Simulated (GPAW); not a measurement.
A run of GPAW 26.7.0 is set up as follows.

run.py

```python
from ase import Atoms
from ase.eos import EquationOfState
from ase.io import Trajectory
from ase.units import GPa
from ase.parallel import parprint
from gpaw import GPAW, PW, setup_paths

setup_paths.insert(0, '.')

atoms = Atoms(['W', 'Si', 'Si'],
              cell=[[-1.6069, 1.6069, 3.91495],
                    [1.6069, -1.6069, 3.91495],
                    [1.6069, 1.6069, -3.91495]],
              scaled_positions=[[0.0, 0.0, 0.0],
                                [0.6653, 0.6653, 0.0],
                                [0.3347, 0.3347, 0.0]],
              pbc=True)

traj = Trajectory('eos.traj', 'w')
volumes, energies = [], []
for x in [0.94, 0.96, 0.98, 1.0, 1.02, 1.04, 1.06]:
    a = atoms.copy()
    a.set_cell(atoms.cell * x**(1 / 3), scale_atoms=True)
    calc = GPAW(mode=PW(600),
                xc='PBEsol',
                kpts={'size': (12, 12, 12), 'gamma': True},
                occupations={'name': 'fermi-dirac', 'width': 0.05},
                nbands=23,
                convergence={'density': 1e-05, 'energy': 1e-05},
                maxiter=150,
                txt=f'eos-{x:.2f}.txt')
    a.calc = calc
    energies.append(a.get_potential_energy(force_consistent=True))
    volumes.append(a.get_volume())
    p = -a.get_stress()[:3].mean() / GPa
    calc.write(f'eos-{x:.2f}.gpw')
    traj.write(a)
    parprint(f'{x:.2f} {volumes[-1]:10.4f} A^3 {energies[-1]:14.6f} eV {p:9.3f} GPa', flush=True)

v0, e0, B = EquationOfState(volumes, energies, eos='birchmurnaghan').fit()
parprint(f'V0 = {v0:.4f} A^3, E0 = {e0:.6f} eV, B0 = {B / GPa:.2f} GPa')
```

Potentials or basis: PAW data sets generated in the run's folder for this functional, pw.

Launch:

```bash
$ gpaw-setup -f PBEsol Si W
$ OMP_NUM_THREADS=1 mpirun -n 4 gpaw python run.py
```

(1) Estimate the bulk modulus at fixed shape and positions.

(2) Estimate the equilibrium volume.

(3) What does it give for the pressure derivative of the bulk modulus?

Results:

(1) 236 GPa.

(2) 13.41 Å³/atom.

(3) 4.4.

Caveat: the cell was scaled at fixed shape and fractional positions, which overstates the stiffness of a crystal with free parameters, most of all of layers and chains.
